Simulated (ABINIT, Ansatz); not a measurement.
# A GW chain in ABINIT: GaN (P6_3mc), part 2 of 3

Wanted: ground state, empty states, screening and self-energy for GaN (P6_3mc).

ABINIT 10.8.3; PBE and many-body steps on it, plane waves. Known limits of the many-body steps: not at the basis limit; no spin-orbit coupling.

So far. Step 2 (Ground state): The gap is direct, at Γ.

The database entry behind the starting cell differs from later determinations by our own check (about 0.3 % short, ideal inner coordinate), so it need not match the best structure at ambient conditions.

### Step 3. Bands along the symmetry lines

Level of this step: DFT, PBE, plane waves, norm-conserving pseudopotentials (ABINIT).

Levels along a band path, at the cheap level, show where the edges lie and whether the meshes to come will hold them.

File run.abi:

```
acell 3*1.0 Angstrom
rprim 
  3.179999999980 0.000000000005 0.000000000000
  -1.589999999994 2.753960784015 0.000000000000
  0.000000000000 0.000000000000 5.166000000000
ntypat 2
znucl 31 7
natom 4
typat 1 1 2 2
xred 
  0.333333333333 0.666666666667 0.000000000000
  0.666666666667 0.333333333333 0.500000000000
  0.333333333333 0.666666666667 0.375000000000
  0.666666666667 0.333333333333 0.875000000000
pp_dirpath "pseudos"
pseudos "Ga.upf, N.upf"
ecut 45
iscf -2
irdden 1
kptopt 0
nkpt 75
kpt 
  0.00000000 0.00000000 0.00000000
  0.06250000 0.00000000 0.00000000
  0.12500000 0.00000000 0.00000000
  0.18750000 0.00000000 0.00000000
  0.25000000 0.00000000 0.00000000
  0.31250000 0.00000000 0.00000000
  0.37500000 0.00000000 0.00000000
  0.43750000 0.00000000 0.00000000
  0.50000000 0.00000000 0.00000000
  0.47916667 0.04166667 0.00000000
  0.45833333 0.08333333 0.00000000
  0.43750000 0.12500000 0.00000000
  0.41666666 0.16666666 0.00000000
  0.39583333 0.20833333 0.00000000
  0.37500000 0.25000000 0.00000000
  0.35416666 0.29166666 0.00000000
  0.33333333 0.33333333 0.00000000
  0.29166666 0.29166666 0.00000000
  0.25000000 0.25000000 0.00000000
  0.20833333 0.20833333 0.00000000
  0.16666666 0.16666666 0.00000000
  0.12500000 0.12500000 0.00000000
  0.08333333 0.08333333 0.00000000
  0.04166667 0.04166667 0.00000000
  0.00000000 0.00000000 0.00000000
  0.00000000 0.00000000 0.06250000
  0.00000000 0.00000000 0.12500000
  0.00000000 0.00000000 0.18750000
  0.00000000 0.00000000 0.25000000
  0.00000000 0.00000000 0.31250000
  0.00000000 0.00000000 0.37500000
  0.00000000 0.00000000 0.43750000
  0.00000000 0.00000000 0.50000000
  0.06250000 0.00000000 0.50000000
  0.12500000 0.00000000 0.50000000
  0.18750000 0.00000000 0.50000000
  0.25000000 0.00000000 0.50000000
  0.31250000 0.00000000 0.50000000
  0.37500000 0.00000000 0.50000000
  0.43750000 0.00000000 0.50000000
  0.50000000 0.00000000 0.50000000
  0.47916667 0.04166667 0.50000000
  0.45833333 0.08333333 0.50000000
  0.43750000 0.12500000 0.50000000
  0.41666666 0.16666666 0.50000000
  0.39583333 0.20833333 0.50000000
  0.37500000 0.25000000 0.50000000
  0.35416666 0.29166666 0.50000000
  0.33333333 0.33333333 0.50000000
  0.29166666 0.29166666 0.50000000
  0.25000000 0.25000000 0.50000000
  0.20833333 0.20833333 0.50000000
  0.16666666 0.16666666 0.50000000
  0.12500000 0.12500000 0.50000000
  0.08333333 0.08333333 0.50000000
  0.04166667 0.04166667 0.50000000
  0.00000000 0.00000000 0.50000000
  0.50000000 0.00000000 0.50000000
  0.50000000 0.00000000 0.43750000
  0.50000000 0.00000000 0.37500000
  0.50000000 0.00000000 0.31250000
  0.50000000 0.00000000 0.25000000
  0.50000000 0.00000000 0.18750000
  0.50000000 0.00000000 0.12500000
  0.50000000 0.00000000 0.06250000
  0.50000000 -0.00000000 0.00000000
  0.33333333 0.33333333 0.50000000
  0.33333333 0.33333333 0.43750000
  0.33333333 0.33333333 0.37500000
  0.33333333 0.33333333 0.31250000
  0.33333333 0.33333333 0.25000000
  0.33333333 0.33333333 0.18750000
  0.33333333 0.33333333 0.12500000
  0.33333333 0.33333333 0.06250000
  0.33333333 0.33333333 0.00000000
istwfk *1
nband 33
nbdbuf 2
tolwfr 1e-08
nstep 40
prtwf 0
prtvol 0
indata_prefix "in"
outdata_prefix "out"
tmpdata_prefix "tmp"
```

Command:

```bash
$ OMP_NUM_THREADS=1 mpirun -n 8 abinit run.abi > log
```

Numbers of over 12 decimals in the logs are rounded to 6 here.

The program printed:

```text
.Version 10.8.3 of ABINIT. v10.8.2 released Aug 2026.

 Symmetries : space group P6_3 m c (#186); Bravais hP (primitive hexag.)
[... echo of the input left out ...]
== DATASET  1 ==================================================================
-   mpi_nproc: 8, omp_nthreads: 1 (-1 if OMP is not activated)

--- !DatasetInfo
iteration_state: {dtset: 1, }
dimensions: {natom: 4, nkpt: 75, mband: 33, nsppol: 1, nspinor: 1, nspden: 1, mpw: 4434, }
cutoff_energies: {ecut:  45.0, pawecutdg:  -1.0, }
electrons: {nelect:   5.20000000E+01, charge:   0.00000000E+00, occopt:   1.00000000E+00, tsmear:   1.00000000E-02, }

 Real(R)+Recip(G) space primitive vectors, cartesian coordinates (Bohr,Bohr^-1):
 R(1)=  6.0093291  0.0000000  0.0000000  G(1)=  0.1664079  0.0960757  0.0000000
 R(2)= -3.0046645  5.2042316  0.0000000  G(2)=  0.0000000  0.1921513  0.0000000
 R(3)=  0.0000000  0.0000000  9.7623252  G(3)=  0.0000000  0.0000000  0.1024346
 Unit cell volume ucvol=  3.0530638E+02 bohr^3
 Angles (23,13,12)=  9.00000000E+01  9.00000000E+01  1.20000000E+02 degrees

 getcut: wavevector=  0.0000  0.0000  0.0000  ngfft=  40  40  60
         ecut(hartree)=     45.000   => boxcut(ratio)=   2.03529

--- Pseudopotential description ------------------------------------------------
- Ga Generated using ONCVPSP code by D. R. Hamann
- 31.00000  21.00000  171031                  znucl, zion, pspdat
12 -101130 2 -1 1902                          pspcod,pspxc,lmax,lloc,mmax
     nproj     2     2     2
  pspatm : epsatm=   21.85474337
         --- l  ekb(1:nproj) -->
             0    4.962806   -1.220223
             1   -5.679278   -1.350476
             2  -10.596651   -3.839775
 pspatm: atomic psp has been read  and splines computed

- N Generated using ONCVPSP code by D. R. Hamann
-  7.00000   5.00000  171031                  znucl, zion, pspdat
12 -101130 1 -1 1058                          pspcod,pspxc,lmax,lloc,mmax
     nproj     2     2     0
  pspatm : epsatm=    5.20977870
         --- l  ekb(1:nproj) -->
[...]
pspatm: atomic psp has been read  and splines computed

--------------------------------------------------------------------------------

================================================================================
 prteigrs : about to open file out_EIG
 Non-SCF case, kpt    1 (  0.00000  0.00000  0.00000), residuals and eigenvalues=
  7.26E-09  4.94E-09  6.34E-09  1.82E-09  6.01E-09  4.34E-09  4.20E-09  2.02E-09
  6.10E-09  3.39E-09  8.59E-09  7.05E-09  8.07E-09  5.05E-09  7.98E-09  9.91E-09
  7.86E-09  5.16E-09  8.89E-09  4.14E-09  5.24E-09  4.88E-09  7.62E-09  9.58E-09
[...]
7.94E-09
 -4.9708E+00 -4.9708E+00 -3.1581E+00 -3.1580E+00 -3.1580E+00 -3.1580E+00
 -3.1580E+00 -3.1579E+00 -3.3112E-01 -2.9782E-01 -2.4001E-01 -2.3911E-01
 -2.3911E-01 -2.3703E-01 -2.3703E-01 -2.3002E-01 -2.3002E-01 -2.2652E-01
[...]
3.92E-06
[...]
Non-SCF case, kpt   74 (  0.33333  0.33333  0.06250), residuals and eigenvalues=
[...]
Non-SCF case, kpt   75 (  0.33333  0.33333  0.00000), residuals and eigenvalues=
[...]
-1.6326E-01 -1.6326E-01  6.1931E-02  6.1931E-02  6.2753E-02  1.4698E-01
  1.4698E-01  1.5893E-01  4.4809E-01  5.4829E-01  5.4829E-01  5.6881E-01
[...]
--- !ResultsGS
iteration_state: {dtset: 1, }
comment   : Summary of ground state results
lattice_vectors:
- [  6.0093291,   0.0000000,   0.0000000, ]
- [ -3.0046645,   5.2042316,   0.0000000, ]
- [  0.0000000,   0.0000000,   9.7623252, ]
lattice_lengths: [   6.00933,    6.00933,    9.76233, ]
lattice_angles: [ 90.000,  90.000, 120.000, ] # degrees, (23, 13, 12)
lattice_volume:   3.0530638E+02
convergence: {deltae:  0.000E+00, res2:  0.000E+00, residm:  9.994E-09, diffor:  0.000E+00, }
etotal    :  -5.17436413E+02
entropy   :   0.00000000E+00
fermie    :   2.58513345E-01
cartesian_stress_tensor: null
pressure_GPa: null
xred      :
- [  3.3333E-01,   6.6667E-01,   1.1102E-16, Ga]
- [  6.6667E-01,   3.3333E-01,   5.0000E-01, Ga]
- [  3.3333E-01,   6.6667E-01,   3.7500E-01,  N]
- [  6.6667E-01,   3.3333E-01,   8.7500E-01,  N]
cartesian_forces: null
force_length_stats: {min: null, max: null, mean: null, }

 Integrated electronic density in atomic spheres:
 ------------------------------------------------
 Atom  Sphere_radius  Integrated_density
[...]
================================================================================

 ----iterations are completed or convergence reached----

 Mean square residual over all n,k,spin=   51.421E-10; max=  99.940E-10
 reduced coordinates (array xred) for    4 atoms
[...]
0.333333333333      0.666666666667      0.375000000000
       0.666666666667      0.333333333333      0.875000000000

 cartesian coordinates (angstrom) at end:
    1     -2.67e-12     1.835974     0.000000
    2      1.590000     0.917987     2.583000
    3     -2.67e-12     1.835974     1.937250
    4      1.590000     0.917987     4.520250
 length scales=  1.889726125908  1.889726125908  1.889726125908 bohr
              =  1.000000000000  1.000000000000  1.000000000000 angstroms
 prteigrs : about to open file out_EIG
 Eigenvalues (hartree) for nkpt=  75  k points:
 kpt#   1, nband= 33, wtk=  1.00000, kpt=  0.0000  0.0000  0.0000 (reduced coord)
[...]
kpt#   2, nband= 33, wtk=  1.00000, kpt=  0.0625  0.0000  0.0000 (reduced coord)
[...]
kpt#   3, nband= 33, wtk=  1.00000, kpt=  0.1250  0.0000  0.0000 (reduced coord)
[...]
kpt#  74, nband= 33, wtk=  1.00000, kpt=  0.3333  0.3333  0.0625 (reduced coord)
[...]
0.72902
 kpt#  75, nband= 33, wtk=  1.00000, kpt=  0.3333  0.3333  0.0000 (reduced coord)
[...]
-0.22908   -0.22739   -0.16326   -0.16326    0.06193    0.06193    0.06275    0.14698
   0.14698    0.15893    0.44809    0.54829    0.54829    0.56881    0.62397    0.62397
   0.72500

== END DATASET(S) ==============================================================
================================================================================

 -outvars: echo values of variables after computation  --------
            nband          33
             nkpt          75
          spgroup         186
 [... the other variables as echoed above ...]

 Calculation completed.
```

It took 31 s on 8 MPI ranks of Intel Xeon Platinum 8488C (Sapphire Rapids), shared host; peak memory 0.73 GiB; 4.1 min of CPU time.

This step gave:

| Property | Result |
| --- | --- |
| gap | 1.995 eV |
| k of the valence top | 0, 0, 0 |
| k of the conduction bottom | 0, 0, 0 |
| least direct gap | 1.995 eV |

The gap is 1.995 eV, as in the run before at this level.

The electronic bands at the labelled points (eV, zero at the top of the highest filled band):

| point | band 23 | band 24 | band 25 | band 26 | band 27 | band 28 | band 29 | band 30 |
| --- | --- | --- | --- | --- | --- | --- | --- | --- |
| Γ | -1.06 | -0.06 | 0.00 | 0.00 | 1.99 | 4.33 | 9.26 | 9.97 |
| halfway | -2.86 | -2.01 | -0.74 | -0.49 | 4.36 | 6.00 | 7.42 | 8.58 |
| M | -4.27 | -2.77 | -2.26 | -0.99 | 5.11 | 5.63 | 6.09 | 8.68 |
| halfway | -4.28 | -3.57 | -2.41 | -1.88 | 5.63 | 6.67 | 6.69 | 8.52 |
| K | -5.33 | -3.03 | -3.03 | -2.71 | 5.16 | 7.89 | 7.89 | 8.44 |
| halfway | -3.68 | -2.41 | -1.02 | -0.93 | 5.00 | 6.93 | 7.32 | 7.71 |
| Γ | -1.06 | -0.06 | 0.00 | 0.00 | 1.99 | 4.33 | 9.26 | 9.97 |
| halfway | -0.91 | -0.91 | -0.16 | -0.16 | 3.18 | 4.43 | 8.87 | 9.67 |
| A | -0.54 | -0.54 | -0.54 | -0.54 | 4.31 | 4.31 | 8.57 | 8.57 |
| halfway | -2.09 | -2.09 | -1.30 | -1.30 | 5.29 | 5.29 | 7.72 | 7.72 |
| L | -1.95 | -1.95 | -1.92 | -1.92 | 4.45 | 4.45 | 7.87 | 7.87 |
| halfway | -3.22 | -3.22 | -1.61 | -1.61 | 5.42 | 5.42 | 8.19 | 8.19 |
| H | -4.22 | -4.22 | -1.50 | -1.50 | 6.52 | 6.52 | 7.35 | 7.35 |
| halfway | -2.14 | -2.14 | -1.82 | -1.82 | 5.72 | 5.72 | 7.73 | 7.73 |
| A | -0.54 | -0.54 | -0.54 | -0.54 | 4.31 | 4.31 | 8.57 | 8.57 |
| jump to L | -1.95 | -1.95 | -1.92 | -1.92 | 4.45 | 4.45 | 7.87 | 7.87 |
| halfway | -3.33 | -2.55 | -1.72 | -1.29 | 4.36 | 5.14 | 7.63 | 7.92 |
| M | -4.27 | -2.77 | -2.26 | -0.99 | 5.11 | 5.63 | 6.09 | 8.68 |
| jump to H | -4.22 | -4.22 | -1.50 | -1.50 | 6.52 | 6.52 | 7.35 | 7.35 |
| halfway | -5.03 | -3.22 | -2.22 | -2.22 | 5.92 | 7.28 | 7.28 | 8.23 |
| K | -5.33 | -3.03 | -3.03 | -2.71 | 5.16 | 7.89 | 7.89 | 8.44 |

### Step 4. Empty states on the mesh, 6×6×4 mesh, 72 bands

The sums over transitions need many empty states on a uniform mesh; this step solves for them.

File run.abi:

```
acell 3*1.0 Angstrom
rprim 
  3.179999999980 0.000000000005 0.000000000000
  -1.589999999994 2.753960784015 0.000000000000
  0.000000000000 0.000000000000 5.166000000000
ntypat 2
znucl 31 7
natom 4
typat 1 1 2 2
xred 
  0.333333333333 0.666666666667 0.000000000000
  0.666666666667 0.333333333333 0.500000000000
  0.333333333333 0.666666666667 0.375000000000
  0.666666666667 0.333333333333 0.875000000000
pp_dirpath "pseudos"
pseudos "Ga.upf, N.upf"
ecut 45
ngkpt 6 6 4
nshiftk 1
shiftk 0 0 0
kptopt 1
chksymbreak 0
iscf -2
irdden 1
istwfk *1
nband 72
nbdbuf 6
tolwfr 1e-09
nstep 60
prtvol 0
indata_prefix "in"
outdata_prefix "out"
tmpdata_prefix "tmp"
```

The program printed:

```text
.Version 10.8.3 of ABINIT. v10.8.2 released Aug 2026.

 Symmetries : space group P6_3 m c (#186); Bravais hP (primitive hexag.)
[... echo of the input left out ...]
== DATASET  1 ==================================================================
-   mpi_nproc: 8, omp_nthreads: 1 (-1 if OMP is not activated)

--- !DatasetInfo
iteration_state: {dtset: 1, }
dimensions: {natom: 4, nkpt: 21, mband: 72, nsppol: 1, nspinor: 1, nspden: 1, mpw: 4428, }
cutoff_energies: {ecut:  45.0, pawecutdg:  -1.0, }
electrons: {nelect:   5.20000000E+01, charge:   0.00000000E+00, occopt:   1.00000000E+00, tsmear:   1.00000000E-02, }

 Real(R)+Recip(G) space primitive vectors, cartesian coordinates (Bohr,Bohr^-1):
 R(1)=  6.0093291  0.0000000  0.0000000  G(1)=  0.1664079  0.0960757  0.0000000
 R(2)= -3.0046645  5.2042316  0.0000000  G(2)=  0.0000000  0.1921513  0.0000000
 R(3)=  0.0000000  0.0000000  9.7623252  G(3)=  0.0000000  0.0000000  0.1024346
 Unit cell volume ucvol=  3.0530638E+02 bohr^3
 Angles (23,13,12)=  9.00000000E+01  9.00000000E+01  1.20000000E+02 degrees

 getcut: wavevector=  0.0000  0.0000  0.0000  ngfft=  40  40  60
         ecut(hartree)=     45.000   => boxcut(ratio)=   2.03529

--- Pseudopotential description ------------------------------------------------
- Ga Generated using ONCVPSP code by D. R. Hamann
- 31.00000  21.00000  171031                  znucl, zion, pspdat
12 -101130 2 -1 1902                          pspcod,pspxc,lmax,lloc,mmax
     nproj     2     2     2
  pspatm : epsatm=   21.85474337
         --- l  ekb(1:nproj) -->
             0    4.962806   -1.220223
             1   -5.679278   -1.350476
             2  -10.596651   -3.839775
 pspatm: atomic psp has been read  and splines computed

- N Generated using ONCVPSP code by D. R. Hamann
-  7.00000   5.00000  171031                  znucl, zion, pspdat
12 -101130 1 -1 1058                          pspcod,pspxc,lmax,lloc,mmax
     nproj     2     2     0
  pspatm : epsatm=    5.20977870
         --- l  ekb(1:nproj) -->
[...]
pspatm: atomic psp has been read  and splines computed

--------------------------------------------------------------------------------

================================================================================
 prteigrs : about to open file out_EIG
 Non-SCF case, kpt    1 (  0.00000  0.00000  0.00000), residuals and eigenvalues=
  9.79E-10  2.54E-10  6.50E-10  7.02E-10  7.03E-10  6.17E-10  7.76E-10  3.70E-10
  2.34E-10  2.58E-10  2.29E-10  3.32E-10  5.34E-10  4.93E-10  6.04E-10  5.68E-10
  5.71E-10  4.96E-10  2.30E-10  1.37E-10  2.63E-10  1.81E-10  5.33E-10  1.72E-10
[...]
-4.9708E+00 -4.9708E+00 -3.1581E+00 -3.1580E+00 -3.1580E+00 -3.1580E+00
 -3.1580E+00 -3.1579E+00 -3.3112E-01 -2.9782E-01 -2.4001E-01 -2.3911E-01
 -2.3911E-01 -2.3703E-01 -2.3703E-01 -2.3002E-01 -2.3002E-01 -2.2652E-01
[...]
1.9355E+00  1.9960E+00  1.9960E+00  2.0395E+00  2.0964E+00  2.0976E+00
  2.0976E+00  2.1458E+00  2.1458E+00  2.1608E+00  2.2725E+00  2.2795E+00
 prteigrs : prtvol=0 or 1, do not print more k-points.

--- !ResultsGS
iteration_state: {dtset: 1, }
comment   : Summary of ground state results
lattice_vectors:
- [  6.0093291,   0.0000000,   0.0000000, ]
- [ -3.0046645,   5.2042316,   0.0000000, ]
- [  0.0000000,   0.0000000,   9.7623252, ]
lattice_lengths: [   6.00933,    6.00933,    9.76233, ]
lattice_angles: [ 90.000,  90.000, 120.000, ] # degrees, (23, 13, 12)
lattice_volume:   3.0530638E+02
convergence: {deltae:  0.000E+00, res2:  0.000E+00, residm:  9.967E-10, diffor:  0.000E+00, }
etotal    :  -5.17436413E+02
entropy   :   0.00000000E+00
fermie    :   2.58513345E-01
cartesian_stress_tensor: null
pressure_GPa: null
xred      :
- [  3.3333E-01,   6.6667E-01,   1.1102E-16, Ga]
- [  6.6667E-01,   3.3333E-01,   5.0000E-01, Ga]
- [  3.3333E-01,   6.6667E-01,   3.7500E-01,  N]
- [  6.6667E-01,   3.3333E-01,   8.7500E-01,  N]
cartesian_forces: null
force_length_stats: {min: null, max: null, mean: null, }

 Integrated electronic density in atomic spheres:
 ------------------------------------------------
 Atom  Sphere_radius  Integrated_density
[...]
================================================================================

 ----iterations are completed or convergence reached----

 Mean square residual over all n,k,spin=   44.602E-11; max=  99.666E-11
 reduced coordinates (array xred) for    4 atoms
[...]
0.333333333333      0.666666666667      0.375000000000
       0.666666666667      0.333333333333      0.875000000000

 cartesian coordinates (angstrom) at end:
    1     -2.67e-12     1.835974     0.000000
    2      1.590000     0.917987     2.583000
    3     -2.67e-12     1.835974     1.937250
    4      1.590000     0.917987     4.520250
 length scales=  1.889726125908  1.889726125908  1.889726125908 bohr
              =  1.000000000000  1.000000000000  1.000000000000 angstroms
 prteigrs : about to open file out_EIG
 Eigenvalues (hartree) for nkpt=  21  k points:
 kpt#   1, nband= 72, wtk=  0.00694, kpt=  0.0000  0.0000  0.0000 (reduced coord)
[...]
1.67783    1.68342    1.78998    1.79694    1.93551    1.99602    1.99602    2.03945
   2.09637    2.09755    2.09755    2.14582    2.14582    2.16077    2.27253    2.27949
 prteigrs : prtvol=0 or 1, do not print more k-points.

== END DATASET(S) ==============================================================
================================================================================

 -outvars: echo values of variables after computation  --------
            nband          72
             nkpt          21
          spgroup         186
 [... the other variables as echoed above ...]

 Calculation completed.
```

Wall time 24 s (8 MPI ranks); peak memory 0.69 GiB; 3.1 min of CPU time.

This step gave:

- gap: 1.995 eV
- k of the valence top: 0, 0, 0
- k of the conduction bottom: 0, 0, 0
- least direct gap: 1.995 eV
- k points computed: 21
- lowest point of the top converged band, above the valence top: 43.64 eV

On this mesh the gap is 1.995 eV.

[end of part 2 of 3]

[Paths, hosts, dates, memory and timing lines, banners, echoed tables and standing remarks are left out of the program output.]

[Logs are printed without paths, hosts, clocks, repeated set-up lines and the standing remarks that a program may print on its own settings, such as how far it seeks lower states.]

[Runs of the session that timed out or met a known fault of the program may be left out.]

[Hosts, paths, dates, database ids (printed as entryN), source tags and the programs' standing remarks are cut or masked in the printed files.]

[G0W0 gaps are taken among the corrected bands and points alone; a level outside them can change the order at an edge.]

[Where Ansatz stands beside ABINIT at settings called matched, ABINIT's density can come from a denser mesh and the files from another edition; pairs whose starting gaps differed by over 0.03 eV were left out, so agreement reads better than it is.]
